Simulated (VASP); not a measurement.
Here is a VASP 6.6.1 calculation.

The input INCAR:

```
SYSTEM = Sb2Se3
  ALGO = Normal
  EDIFF = 1E-6
  ENCUT = 520
  GGA = PE
  GGA_COMPAT = .FALSE.
  ISIF = 2
  ISMEAR = 0
  KPAR = 8
  LASPH = .TRUE.
  LCHARG = .FALSE.
  LORBIT = 11
  LREAL = .FALSE.
  LSORBIT = .TRUE.
  LWAVE = .FALSE.
  MAGMOM = 0 0 0 0 0 0 0 0 0 0 0 0 0 0 0 0 0 0 0 0 0 0 0 0 0 0 0 0 0 0
  NBANDS = 76
  NELM = 80
  PREC = Accurate
  SIGMA = 0.1
```

KPOINTS

```
k-points
0
G
  4 6 4
  0 0 0
```

File POSCAR:

```
Sb2Se3
1.0
    7.4636740000      0.0000000000      0.0000000000
    0.0000000000      4.0626600000      0.0000000000
   -0.2575660000      0.0000000000     10.2557960000
Sb Se
4 6
Direct
    0.2446270000      0.7500000000      0.4808570000
    0.0848400000      0.2500000000      0.1507160000
    0.7553730000      0.2500000000      0.5191430000
    0.9151600000      0.7500000000      0.8492840000
    0.9325090000      0.7500000000      0.3352370000
    0.4014450000      0.2500000000      0.3362840000
    0.2334220000      0.7500000000      0.9996540000
    0.0674910000      0.2500000000      0.6647630000
    0.5985550000      0.7500000000      0.6637160000
    0.7665780000      0.2500000000      0.0003460000
```

Contents of KPOINTS_OPT:

```
path GYHCEM1AXH1,MDZ,YD
10
line-mode
reciprocal
 0.0000000000  0.0000000000  0.0000000000  G
 0.0000000000  0.0000000000  0.5000000000  Y

 0.0000000000  0.0000000000  0.5000000000  Y
-0.4911769131  0.0000000000  0.5169501606  H

-0.4911769131  0.0000000000  0.5169501606  H
-0.5000000000  0.0000000000  0.5000000000  C

-0.5000000000  0.0000000000  0.5000000000  C
-0.5000000000  0.5000000000  0.5000000000  E

-0.5000000000  0.5000000000  0.5000000000  E
-0.5088230869  0.5000000000  0.4830498394  M1

-0.5088230869  0.5000000000  0.4830498394  M1
-0.5000000000  0.5000000000  0.0000000000  A

-0.5000000000  0.5000000000  0.0000000000  A
-0.5000000000  0.0000000000  0.0000000000  X

-0.5000000000  0.0000000000  0.0000000000  X
-0.5088230869  0.0000000000  0.4830498394  H1

-0.4911769131  0.5000000000  0.5169501606  M
 0.0000000000  0.5000000000  0.5000000000  D

 0.0000000000  0.5000000000  0.5000000000  D
 0.0000000000  0.5000000000  0.0000000000  Z

 0.0000000000  0.0000000000  0.5000000000  Y
 0.0000000000  0.5000000000  0.5000000000  D
```

Potentials or basis: VASP PAW PBE potentials, release 64 (Sb, Se).

Run with:

```bash
$ cat potpaw_PBE.64/Sb/POTCAR potpaw_PBE.64/Se/POTCAR > POTCAR
$ mpirun -np 8 vasp_ncl > vasp.out
```

Problem. What does it give for the largest force?

Solution. 0.016 eV/Å.

Problem. Predict the pressure.

Solution. 0.0 GPa.

Forces in eV/Å, atoms in the order of the input:
```
Sb  -0.011  0.000  0.004
Sb  -0.001  0.000  0.016
Sb   0.011  0.000 -0.004
Sb   0.001  0.000 -0.016
Se  -0.003  0.000 -0.008
Se   0.012  0.000 -0.010
Se   0.011  0.000 -0.004
Se   0.003  0.000  0.008
Se  -0.012  0.000  0.010
Se  -0.011  0.000  0.004
```
